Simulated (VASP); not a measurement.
# AlN (Fm-3m) in VASP: notebook

Runs on AlN. Level: PBEsol. Tasks: relaxation of cell and atoms.

All numbers are computed with VASP 6.6.1; they aren't measurements. Logs are shortened: lines on timing, memory, paths and dates and some standing lists are left out, and cuts for length are marked.

### Step 1. The structure

It takes space group Fm-3m (No. 225, cubic). Conventional cell: a = 3.921 Å, b = 3.921 Å, c = 3.921 Å, α = 90.00°, β = 90.00°, γ = 90.00°. Around Al (site symmetry m-3m) lie 6 N at 1.96 Å. N (site symmetry m-3m) is surrounded by 6 Al at 1.96 Å.

Measurements of this composition are mostly on another form, of space group No. 186.

### Step 2. Relaxation of cell and atoms, PBEsol, target pressure 30 GPa, at which the enthalpy is minimised

INCAR reads:

```
PREC = Accurate
ENCUT = 520
EDIFF = 1E-7
ISMEAR = 0
SIGMA = 0.1
LREAL = F
LASPH = T
NELM = 100
ALGO = Normal
ISIF = 3
LWAVE = F
LCHARG = F
GGA = PS
IBRION = 2
NSW = 80
EDIFFG = -0.002
PSTRESS = 300.0
```

KPOINTS reads:

```
regular mesh
0
Gamma
  4 4 4
```

POSCAR reads:

```
AlN                                     
1.0
    0.0000000000      1.9602503019      1.9602503019
    1.9602503019      0.0000000000      1.9602503019
    1.9602503019      1.9602503019      0.0000000000
  Al              N             
     1     1
Direct
     0.5000000000000000    0.5000000000000000    0.5000000000000000
     0.0000000000000000    0.0000000000000000    0.0000000000000000
```

Potentials or basis: VASP PAW PBE potentials, release 64 (Al, N).

Run with:

```sh
$ cat potpaw_PBE.64/Al/POTCAR potpaw_PBE.64/N/POTCAR > POTCAR
$ mpirun -np 1 vasp_std > vasp.out
```

OUTCAR:

```text
PREC = Accurate
   ENCUT = 520
   EDIFF = 1E-7
   ISMEAR = 0
   LREAL = F
   LASPH = T
   NELM = 100
   ISIF = 3
   GGA = PS
   IBRION = 2
   NSW = 80
   EDIFFG = -0.002
   PSTRESS = 300.0

 ion  position               nearest neighbor table
   1  0.500  0.500  0.500-   2 1.96   2 1.96   2 1.96   2 1.96   2 1.96   2 1.96
   2  0.000  0.000  0.000-   1 1.96   1 1.96   1 1.96   1 1.96   1 1.96   1 1.96

  LATTYP: Found a face centered cubic cell.
 ALAT       =     3.9205006038

  Lattice vectors:

 A1 = (   0.0000000000,   1.9602503019,   1.9602503019)
 A2 = (   1.9602503019,   0.0000000000,   1.9602503019)
 A3 = (   1.9602503019,   1.9602503019,   0.0000000000)

Analysis of symmetry for initial positions (statically):
=====================================================================
 Subroutine PRICEL returns:
 Original cell was already a primitive cell.

 Routine SETGRP: Setting up the symmetry group for a
 face centered cubic supercell.

 Subroutine GETGRP returns: Found 48 space group operations
 (whereof 48 operations were pure point group operations)
 out of a pool of 48 trial point group operations.

The static configuration has the point symmetry O_h .

Analysis of symmetry for dynamics (positions and initial velocities):
=====================================================================
 Subroutine PRICEL returns:
 Original cell was already a primitive cell.

 Routine SETGRP: Setting up the symmetry group for a
 face centered cubic supercell.

 Subroutine GETGRP returns: Found 48 space group operations
 (whereof 48 operations were pure point group operations)
 out of a pool of 48 trial point group operations.

The dynamic configuration has the point symmetry O_h .

 Subroutine INISYM returns: Found 48 space group operations
 (whereof 48 operations are pure point group operations),
 and found     1 'primitive' translations

----------------------------------------------------------------------------------------

                                     Primitive cell

  volume of cell :      15.0648

  direct lattice vectors                    reciprocal lattice vectors
     0.000000000  1.960250302  1.960250302    -0.255069467  0.255069467  0.255069467
     1.960250302  0.000000000  1.960250302     0.255069467 -0.255069467  0.255069467
     1.960250302  1.960250302  0.000000000     0.255069467  0.255069467 -0.255069467

  length of vectors
     2.772212563  2.772212563  2.772212563     0.441793277  0.441793277  0.441793277

  position of ions in fractional coordinates (direct lattice)
     0.500000000  0.500000000  0.500000000
     0.000000000  0.000000000  0.000000000

  ion indices of the primitive-cell ions
   primitive index   ion index
                 1           1
                 2           2

----------------------------------------------------------------------------------------

 KPOINTS: regular mesh

Automatic generation of k-mesh.
 Grid dimensions read from file:
 generate k-points for:    4    4    4

 Generating k-lattice:

  Cartesian coordinates                     Fractional coordinates (reciprocal lattice)
    -0.063767367  0.063767367  0.063767367     0.250000000  0.000000000  0.000000000
     0.063767367 -0.063767367  0.063767367     0.000000000  0.250000000  0.000000000
     0.063767367  0.063767367 -0.063767367     0.000000000  0.000000000  0.250000000

  Length of vectors
     0.110448319  0.110448319  0.110448319

  Shift w.r.t. Gamma in fractional coordinates (k-lattice)
     0.000000000  0.000000000  0.000000000

 Subroutine IBZKPT returns following result:
 ===========================================

 Found      8 irreducible k-points:

 Following reciprocal coordinates:
            Coordinates               Weight
  0.000000  0.000000  0.000000      1.000000
  0.250000  0.000000  0.000000      8.000000
  0.500000  0.000000  0.000000      4.000000
  0.250000  0.250000  0.000000      6.000000
  0.500000  0.250000  0.000000     24.000000
 -0.250000  0.250000  0.000000     12.000000
  0.500000  0.500000  0.000000      3.000000
 -0.250000  0.500000  0.250000      6.000000
   k-points           NKPTS =      8   k-points in BZ     NKDIM =      8   number of bands    NBANDS=      8
   number of dos      NEDOS =    301   number of ions     NIONS =      2
   total plane-waves  NPLWV =  13824
   dimension x,y,z NGX =    24 NGY =   24 NGZ =   24
   dimension x,y,z NGXF=    48 NGYF=   48 NGZF=   48
   ions per type =               1   1
   NGX,Y,Z   is equivalent  to a cutoff of  14.39, 14.39, 14.39 a.u.
   NGXF,Y,Z  is equivalent  to a cutoff of  28.78, 28.78, 28.78 a.u.
 SYSTEM =  unknown system
   PREC   = accura    normal or accurate (medium, high low for compatibility)
   ISTART =      0    job   : 0-new  1-cont  2-samecut
   ICHARG =      2    charge: 1-file 2-atom 10-const
   ISPIN  =      1    spin polarized calculation?
   LNONCOLLINEAR =      F non collinear calculations
   LSORBIT =      F    spin-orbit coupling
   LASPH  =      T    aspherical Exc in radial PAW
   ENCUT  =  520.0 eV  38.22 Ry    6.18 a.u.   5.15  5.15  5.15*2*pi/ulx,y,z
   NELM   =    100;   NELMIN=  2; NELMDL= -5     # of ELM steps
   EDIFF  = 0.1E-06   stopping-criterion for ELM
   LREAL  =      F    real-space projection
   EDIFFG = -.2E-02   stopping-criterion for IOM
   NSW    =     80    number of steps for IOM
   IBRION =      2    ionic relax: 0-MD 1-quasi-New 2-CG
   NFREE  =      1    steps in history (QN), initial steepest desc. (CG)
   ISIF   =      3    stress and relaxation
   ISYM   =      2    0-nonsym 1-usesym 2-fastsym
   POTIM  = 0.5000    time-step for ionic-motion
   TEBEG  =    0.0;   TEEND  =   0.0 temperature during run
   PSTRESS=  300.0 pullay stress
   NELECT =       8.0000    total number of electrons
   NUPDOWN=      -1.0000    fix difference up-down
   EMIN   =  10.00;   EMAX   =-10.00  energy-range for DOS
   EFERMI =   0.00;   METHOD = LEGACY
   ISMEAR =     0;   SIGMA  =   0.10  broadening in eV -4-tet -1-fermi 0-gaus
   EFERMI_NEDOS =   21; number of points for ismear=-14 and -15
   IALGO  =     38    algorithm
   IMIX   =      4    mixing-type and parameters
     AMIX     =   0.40;   BMIX     =  1.00
     AMIX_MAG =   1.60;   BMIX_MAG =  1.00
  volume/ion in A,a.u.               =       7.53        50.83
  Fermi-wavevector in a.u.,A,eV,Ry     =   1.325714  2.505237 23.912492  1.757519
  Thomas-Fermi vector in A             =   2.455155
   LORBIT       =      0    0 simple, 1 ext, 2 COOP (PROOUT), +10 PAW based schemes
   GGA     = PS    functional components
   LHFCALC =     F    Hartree Fock is set to
   AEXX    =    0.0000 exact exchange contribution
   IVDW    =     0    specifies the selected vdW correction
   LEPSILON=     F    determine dielectric tensor
   LRPA    =     F    only Hartree local field effects (RPA)
 conjugate gradient relaxation of ions
 non-spin polarized calculation
 Gauss-broadening in eV      SIGMA  =   0.10
  energy-cutoff  :      520.00
  volume of cell :       15.06
 maximum number of plane-waves:       415
 NGX is ok and might be reduce to    24
   NGX = 11   NGY = 11   NGZ = 11

 number of electron       8.0000000 magnetization

 Free energy of the ion-electron system (eV)
  ---------------------------------------------------
  ext. energy  EPLUGINS =         0.00000000
  ---------------------------------------------------
  free energy    TOTEN  =       -15.23323041 eV

  energy without entropy =      -15.23323041  energy(sigma->0) =      -15.23323041

 E-fermi :  11.6957     XC(G=0): -12.8881

 val. band max:       11.1901336145   @ k =   0.0000   0.0000   0.0000
 cond. band min:      16.0948538938   @ k =   0.5000   0.5000   0.0000
 fundamental gap:      4.9047202794
 Fermi energy:        11.6957420813

 k-point     1 :       0.0000    0.0000    0.0000
  band No.  band energies     occupation
      1      -7.2593      2.00000
      2      11.1901      2.00000
      3      11.1901      2.00000
      4      11.1901      2.00000
      5      18.2368      0.00000
      6      23.4491      0.00000
      7      23.4491      0.00000
      8      23.4491      0.00000

 k-point     2 :       0.2500    0.0000    0.0000
  band No.  band energies     occupation
      1      -5.9028      2.00000
      2       6.5914      2.00000
      3      10.4865      2.00000
      4      10.4865      2.00000
      5      18.7710      0.00000
      6      23.0875      0.00000
      7      24.0118      0.00000
      8      24.0118      0.00000

 k-point     3 :       0.5000    0.0000    0.0000
  band No.  band energies     occupation
      1      -3.5621      2.00000
      2       2.1706      2.00000
      3       9.9085      2.00000
      4       9.9085      2.00000
      5      17.7932      0.00000
      6      22.8010      0.00000
      7      22.8010      0.00000
      8      25.8159      0.00000

 k-point     4 :       0.2500    0.2500    0.0000
  band No.  band energies     occupation
      1      -5.4696      2.00000
      2       7.1737      2.00000
      3       9.3744      2.00000
      4       9.3744      2.00000
      5      18.4172      0.00000
      6      19.9581      0.00000
      7      23.3444      0.00000
      8      26.9207      0.00000

 k-point     5 :       0.5000    0.2500    0.0000
  band No.  band energies     occupation
      1      -3.1793      2.00000
      2       3.7569      2.00000
      3       6.9445      2.00000
      4       8.8971      2.00000
      5      18.1697      0.00000
      6      21.2226      0.00000
      7      23.6969      0.00000
      8      25.9382      0.00000

 k-point     6 :      -0.2500    0.2500    0.0000
  band No.  band energies     occupation
      1      -3.9978      2.00000
      2       4.8639      2.00000
      3       6.5607      2.00000
      4       9.8591      2.00000
      5      20.1264      0.00000
      6      22.1433      0.00000
      7      22.9775      0.00000
      8      24.6240      0.00000

 k-point     7 :       0.5000    0.5000    0.0000
  band No.  band energies     occupation
      1      -2.4238      2.00000
      2       3.0658      2.00000
      3       8.1045      2.00000
      4       8.1045      2.00000
      5      16.0949      0.00000
      6      16.6145      0.00000
      7      26.3137      0.00000
      8      29.8264      0.00000

 k-point     8 :      -0.2500    0.5000    0.2500
  band No.  band energies     occupation
      1      -2.2309      2.00000
      2       4.8725      2.00000
      3       4.8725      2.00000
      4       6.9687      2.00000
      5      20.2181      0.00000
      6      22.2723      0.00000
      7      22.2723      0.00000
      8      24.4845      0.00000

------------------------ aborting loop because EDIFF is reached ----------------------------------------

  FORCE on cell =-STRESS in cart. coord.  units (eV):
  Direction    XX          YY          ZZ          XY          YZ          ZX
  --------------------------------------------------------------------------------------
  -------------------------------------------------------------------------------------
  Total        2.8196114      2.8196114      2.8196114      0.0000000     -0.0000000      0.0000000
  in kB      299.8715429    299.8715429    299.8715429      0.0000000     -0.0000000      0.0000000
  external PRESSURE =      -0.1284571 kB  Pullay stress =     300.0000000 kB

 VOLUME and BASIS-vectors are now :
 -----------------------------------------------------------------------------
  energy-cutoff  :      520.00
  volume of cell :       15.06
      direct lattice vectors                 reciprocal lattice vectors
     0.000000000  1.960250302  1.960250302    -0.255069467  0.255069467  0.255069467
     1.960250302  0.000000000  1.960250302     0.255069467 -0.255069467  0.255069467
     1.960250302  1.960250302  0.000000000     0.255069467  0.255069467 -0.255069467

 POSITION                                       TOTAL-FORCE (eV/Angst)
 -----------------------------------------------------------------------------------
      1.96025      1.96025      1.96025         0.000000      0.000000      0.000000
      0.00000      0.00000      0.00000        -0.000000     -0.000000     -0.000000
 -----------------------------------------------------------------------------------
    total drift:                                0.000000     -0.000000     -0.000000

  FREE ENERGIE OF THE ION-ELECTRON SYSTEM (eV)
  ---------------------------------------------------
  free  energy   TOTEN  =       -15.2332304128 eV

  energy  without entropy=      -15.2332304128  energy(sigma->0) =      -15.23323041

  enthalpy is  TOTEN    =       -12.4124111788 eV   P V=        2.8208192339

 reached required accuracy - stopping structural energy minimisation
```

Run time: 1.3 s. Hardware: 1 thread of Intel Xeon 6975P-C (Granite Rapids), shared host; peak memory 0.13 GiB.

What came out:

* Free energy: -15.2332 eV
* Pressure after relaxing: 30.0 GPa
* Band gap on the k mesh: 4.90 eV, indirect (least direct gap 7.05 eV)

Final structure:
```
CELL_PARAMETERS angstrom
0.00000 1.96025 1.96025
1.96025 0.00000 1.96025
1.96025 1.96025 0.00000
ATOMIC_POSITIONS crystal
Al 0.50000 0.50000 0.50000
N 0.00000 0.00000 0.00000
```

Caveat: the k mesh is coarse (spacing up to 0.69 Å⁻¹), so the values aren't converged; the relaxation stopped at its first step, so nothing moved; the cell is relaxed towards a set pressure, so the enthalpy falls and the energy may rise; the PAW data sets were made with another functional, which shifts forces and pressure a little. PBEsol gaps usually lie below the measured ones, often by a third to a half.

### Step 3. Relaxation of cell and atoms, PBEsol, target pressure 4.8 GPa, at which the enthalpy is minimised

This run uses another cell than the first one, of 7.94 Å³/atom, 1.054 times its volume.

INCAR: that of step 2 with these lines changed.

```diff
@@ -16,2 +16,2 @@
 EDIFFG = -0.002
-PSTRESS = 300.0
+PSTRESS = 48.0
```

KPOINTS is that of step 2.

POSCAR reads:

```
AlN                                     
1.0
    0.0000000000      1.9947384938      1.9947384938
    1.9947384938      0.0000000000      1.9947384938
    1.9947384938      1.9947384938      0.0000000000
  Al              N             
     1     1
Direct
     0.5000000000000000    0.5000000000000000    0.5000000000000000
     0.0000000000000000    0.0000000000000000    0.0000000000000000
```

Potentials or basis: VASP PAW PBE potentials, release 64 (Al, N).

Run with:

```sh
$ cat potpaw_PBE.64/Al/POTCAR potpaw_PBE.64/N/POTCAR > POTCAR
$ mpirun -np 1 vasp_std > vasp.out
```

Run time: 2.7 s. Hardware: 1 thread of Intel Xeon 6975P-C (Granite Rapids), shared host; peak memory 0.13 GiB.

The run converged. Its results:

```yaml
Free_energy: -15.3582 eV
Relaxed_volume: 8.13 Å³/atom
Relaxed_cell: a = 2.844 Å, b = 2.844 Å, c = 2.844 Å, α = 60.00°, β = 60.00°, γ = 60.00°
Space_group_after_relaxing_to_0.05_Å: Fm-3m (No. 225)
Energy_change_on_relaxing_the_enthalpy_is_what_falls: -10.1 meV/atom
Ionic_steps: 3
Pressure_after_relaxing: 4.8 GPa
Band_gap_on_the_k_mesh: 4.66 eV, indirect (least direct gap 5.88 eV)
```

Step by step:
```csv
step,energy change (eV),largest force (eV/Å),pressure (GPa),volume (Å³)
1,0.0000,0.0000,11.99,15.87
2,-0.0230,0.0000,-2.52,16.71
3,-0.0201,0.0000,4.78,16.26
```

Final structure:
```
CELL_PARAMETERS angstrom
0.00000 2.01088 2.01088
2.01088 0.00000 2.01088
2.01088 2.01088 0.00000
ATOMIC_POSITIONS crystal
Al 0.50000 0.50000 0.50000
N 0.00000 0.00000 0.00000
```

Levels at points of the mesh, in eV from the valence-band top:
| k point | band 1 | band 2 | band 3 | band 4 | band 5 | band 6 | band 7 | band 8 |
| --- | --- | --- | --- | --- | --- | --- | --- | --- |
| (0.00, 0.00, 0.00) | -17.72 | 0.00 | 0.00 | 0.00 | 5.88 | 12.02 | 12.02 | 12.02 |
| (0.50, 0.00, 0.00) | -14.34 | -8.50 | -1.13 | -1.13 | 6.11 | 10.98 | 10.98 | 13.49 |
| (0.50, 0.50, 0.00) | -13.32 | -7.59 | -2.88 | -2.88 | 4.66 | 5.06 | 14.16 | 17.39 |

Caveat: the k mesh is coarse (spacing up to 0.68 Å⁻¹), so the values aren't converged; the cell is relaxed towards a set pressure, so the enthalpy falls and the energy may rise; the PAW data sets were made with another functional, which shifts forces and pressure a little. A k mesh can miss the band edges.

### Step 4. Relaxation of cell and atoms, PBEsol, target pressure 4.8 GPa, at which the enthalpy is minimised

This run uses another cell than the first one, of 8.13 Å³/atom, 1.080 times its volume.

INCAR is that of step 3.

KPOINTS is that of step 3.

POSCAR reads:

```
AlN                                     
1.0
    0.0000000000      2.0108800655      2.0108800655
    2.0108800655     -0.0000000000      2.0108800655
    2.0108800655      2.0108800655      0.0000000000
  Al              N             
     1     1
Direct
     0.5000000000000000    0.5000000000000000    0.5000000000000000
     0.0000000000000000    0.0000000000000000    0.0000000000000000
```

Run with:

```sh
$ cat potpaw_PBE.64/Al/POTCAR potpaw_PBE.64/N/POTCAR > POTCAR
$ mpirun -np 1 vasp_std > vasp.out
```

It took 1.4 s on 1 thread of Intel Xeon 6975P-C (Granite Rapids), shared host; peak memory 0.12 GiB.

It converged, with:

```
Free energy             : -15.3586 eV
Pressure after relaxing : 4.8 GPa
Band gap on the k mesh  : 4.66 eV, indirect (least direct gap 5.88 eV)
```

Final structure:
```cif
data_structure
_symmetry_space_group_name_H-M 'P 1'
_symmetry_Int_Tables_number 1
_cell_length_a 2.8438
_cell_length_b 2.8438
_cell_length_c 2.8438
_cell_angle_alpha 60.000
_cell_angle_beta 60.000
_cell_angle_gamma 60.000
_cell_volume 16.26
loop_
_atom_site_label
_atom_site_type_symbol
_atom_site_fract_x
_atom_site_fract_y
_atom_site_fract_z
_atom_site_occupancy
Al1 Al 0.50000 0.50000 0.50000 1
N1 N 0.00000 0.00000 0.00000 1
```

Levels at points of the mesh, in eV from the valence-band top:
| k point | band 1 | band 2 | band 3 | band 4 | band 5 | band 6 | band 7 | band 8 |
| --- | --- | --- | --- | --- | --- | --- | --- | --- |
| (0.00, 0.00, 0.00) | -17.72 | 0.00 | 0.00 | 0.00 | 5.88 | 12.02 | 12.02 | 12.02 |
| (0.50, 0.00, 0.00) | -14.34 | -8.50 | -1.13 | -1.13 | 6.11 | 10.98 | 10.98 | 13.49 |
| (0.50, 0.50, 0.00) | -13.32 | -7.59 | -2.88 | -2.88 | 4.66 | 5.06 | 14.16 | 17.39 |

Caveat: the k mesh is coarse (spacing up to 0.68 Å⁻¹), so the values aren't converged; the relaxation stopped at its first step, so nothing moved; the cell is relaxed towards a set pressure, so the enthalpy falls and the energy may rise; the PAW data sets were made with another functional, which shifts forces and pressure a little. A k mesh can miss the band edges.
